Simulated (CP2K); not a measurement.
## InPd under changes of volume

One of the cells (17.513 Å³/atom); the others are scaled copies at fixed shape and fractional positions:

```
In Pd
1.0
     3.27188    0.00000    0.00000
     0.00000    3.27188    0.00000
     0.00000    0.00000    3.27188
In Pd
1 1
Direct
  0.00000 0.00000 0.00000
  0.50000 0.50000 0.50000
```

The cell comes from a database or a generator and needn't be the stable form of this composition.

```yaml
Program: CP2K 2026.2
Functional: PBEsol
Potentials_or_basis: POTENTIAL_UZH In GTH-PBE-q13, Pd GTH-PBE-q18; TZVP-MOLOPT-PBE-GTH basis
Density_cutoff: 6803 eV
k_mesh: 8 × 8 × 8
Occupations: fermi-dirac, width 0.05 eV
Spin: no spin polarisation
```

| volume (Å³/atom) | energy over the lowest point (meV/atom) | pressure (GPa) |
| --- | --- | --- |
| 16.462 | ? | ? |
| 16.813 | 6.73 | 4.7 |
| 17.163 | 0.14 | 1.5 |
| 17.513 | 0.00 | -1.3 |
| 17.863 | 5.57 | -3.7 |
| 18.214 | 16.21 | -5.9 |
| 18.564 | 31.27 | -7.7 |

Q: What does the run at 16.462 Å³/atom give?

A: Energy over the lowest point 20.71 meV/atom; pressure 8.3 GPa.

Worked out: A Birch-Murnaghan fit of order 3 (a polynomial in V^(-2/3)) to the other rows has its minimum at 17.34 Å³/atom with B0 = V·E''(V) = 137 GPa and B' = 5.1. It gives 20.68 meV/atom at 16.462 Å³/atom, against the run's 20.71, and -dE/dV = 8.2 GPa, against 8.3.

Energies are extrapolated to zero smearing.

Caveats: the potentials were made for another functional, which shifts forces and pressure; the basis of atomic orbitals isn't converged, which shifts pressures, moduli and gaps.
